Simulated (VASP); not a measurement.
# Ti₈H: nudged elastic band

Ti₈H, defect, 9 atoms in the cell. PBE, nudged elastic band; PAW potentials Ti_sv, H (PBE set).

Path: an interstitial H atom hops to the next site of its kind; Moving images: 1.

## Input

INCAR.step1:
```
PREC = Normal ; ENCUT = 300
EDIFF = 1E-6 ; ISMEAR = 1
SIGMA = 0.1 ; LREAL = F
LASPH = T ; NELM = 100
ALGO = Normal ; LWAVE = F
LCHARG = F ; IBRION = 2
NSW = 100 ; ISIF = 2
EDIFFG = -0.02 ; POTIM = 0.5
KPAR = 8
```

INCAR.step3, as INCAR.step1 but for:
```
- IBRION = 2
- ISIF = 2
- EDIFFG = -0.02
- POTIM = 0.5
+ IBRION = 1
+ POTIM = 0.3
+ EDIFFG = -0.05
+ SPRING = -5
+ IMAGES = 1
```

KPOINTS:
```
k-points
0
Gamma
  7 7 7
```

00/POSCAR:
```
Ti8H
1.0
   -4.4250000000      2.5547749412      4.6800000000
    4.4250000000     -2.5547749412      4.6800000000
    1.4750000000      2.5547749412     -4.6800000000
Ti H
8 1
Direct
    0.5306633378      0.7009002325      0.4824730741
    0.0481902637      0.2184271584      0.5175269259
    0.0476399207      0.7043351081      0.0000000000
    0.5378854939      0.2065379389      0.0000000000
    0.4693366622      0.2990997674      0.5175269259
    0.9518097363      0.7815728415      0.4824730741
    0.9523600792      0.2956648918      0.0000000000
    0.4621145060      0.7934620611      1.0000000000
    0.0000000000      0.0000000000      0.0000000000
```

01/POSCAR:
```
Ti8H
1.0
   -4.4250000000      2.5547749412      4.6800000000
    4.4250000000     -2.5547749412      4.6800000000
    1.4750000000      2.5547749412     -4.6800000000
Ti H
8 1
Direct
    0.5186857298      0.7019489930      0.4419042761
    0.0767500742      0.2599730748      0.5579928012
    0.0748531340      0.7046467506     -0.0000091513
    0.5553044445      0.2232480013     -0.0004490586
    0.4679938144      0.2989789046      0.4928298166
    0.9751652588      0.8061516521      0.5071728436
    0.9677805747      0.3051360819     -0.0000016216
    0.4735085202      0.8110996037      1.0000020886
   -0.1100415508     -0.1111830623      0.0005580055
```

02/POSCAR:
```
Ti8H
1.0
   -4.4250000000      2.5547749412      4.6800000000
    4.4250000000     -2.5547749412      4.6800000000
    1.4750000000      2.5547749412     -4.6800000000
Ti H
8 1
Direct
    0.5593481977      0.7295874719      0.4824693062
    0.0768788916      0.2471181657      0.5175306938
    0.0734451959      0.7301367523      0.0000000000
    0.5712405288      0.2398913760      0.0000000000
    0.4786766640      0.3084373897      0.4824693062
    0.9962073578      0.8259680835      0.5175306938
    0.9843150266      0.3156641794      0.0000000000
    0.4821103596      0.8254188032      1.0000000000
   -0.2222222222     -0.2222222222      0.0000000000
```

POSCAR.step1:
```
Ti8H
1.0
   -4.4250000000      2.5547749412      4.6800000000
    4.4250000000     -2.5547749412      4.6800000000
    1.4750000000      2.5547749412     -4.6800000000
Ti H
8 1
Direct
    0.5416666667      0.7083333333      0.5000000000
    0.0416666667      0.2083333333      0.5000000000
    0.0416666666      0.7083333333      0.0000000000
    0.5416666666      0.2083333333      0.0000000000
    0.4583333333      0.2916666666      0.5000000000
    0.9583333333      0.7916666666      0.5000000000
    0.9583333333      0.2916666666      0.0000000000
    0.4583333333      0.7916666667      0.0000000000
    0.0000000000      0.0000000000      0.0000000000
```

POSCAR.step2:
```
Ti8H
1.0
   -4.4250000000      2.5547749412      4.6800000000
    4.4250000000     -2.5547749412      4.6800000000
    1.4750000000      2.5547749412     -4.6800000000
Ti H
8 1
Direct
    0.5416666667      0.7083333333      0.5000000000
    0.0416666667      0.2083333333      0.5000000000
    0.0416666666      0.7083333333      0.0000000000
    0.5416666666      0.2083333333      0.0000000000
    0.4583333333      0.2916666666      0.5000000000
    0.9583333333      0.7916666666      0.5000000000
    0.9583333333      0.2916666666      0.0000000000
    0.4583333333      0.7916666667      0.0000000000
   -0.2500000000     -0.2500000000      0.0000000000
```

Commands (each step's output is kept before the next begins):
```
cat potpaw_PBE.64/Ti_sv/POTCAR potpaw_PBE.64/H/POTCAR > POTCAR
cp INCAR.step1 INCAR
cp POSCAR.step1 POSCAR
mpirun -np 8 vasp_std > vasp.out
cp POSCAR.step2 POSCAR
mpirun -np 8 vasp_std > vasp.out
# 00 and 02 hold the relaxed ends; the images between are interpolated (pair-distance (IDPP))
cp INCAR.step3 INCAR
mpirun -np 8 vasp_std > vasp.out
```

## Result

- Barrier (eV): 0.738
- Barrier of the reverse step (eV): 0.738
- Energy of the second end over the first (eV): 0.000
- Top of the path (share of its length): 0.50
- Length of the path (Å): 2.22
- Steps of the band: 6
- Ionic steps, all stages: 18
- Electronic steps, all stages: 204

Energy along the relaxed band:

| Image | Distance along the path (Å) | Energy above the first end (eV) | Slope along the path (eV/Å) | Largest force across the path (eV/Å) |
|---|---|---|---|---|
| 0 | 0.000 | 0.000 | relaxed end |  |
| 1 | 1.108 | 0.738 | -0.009 | 0.048 |
| 2 | 2.216 | -0.000 | relaxed end |  |

The two ends have the same energy within 0.01 eV.

Limits: the cell holds 9 atoms, so the vacancy or interstitial meets its own images and the barrier isn't that of a lone defect; the atom stays on the straight, symmetric line between the sites, so the barrier is an upper bound: a way around it wasn't tried; a single image in the middle can't show two humps with a dip between them, and says nothing of the springs.

VASP 6.6.1 took 633 s on 8 cores (Intel Xeon 6975P-C (Granite Rapids)), a shared host.
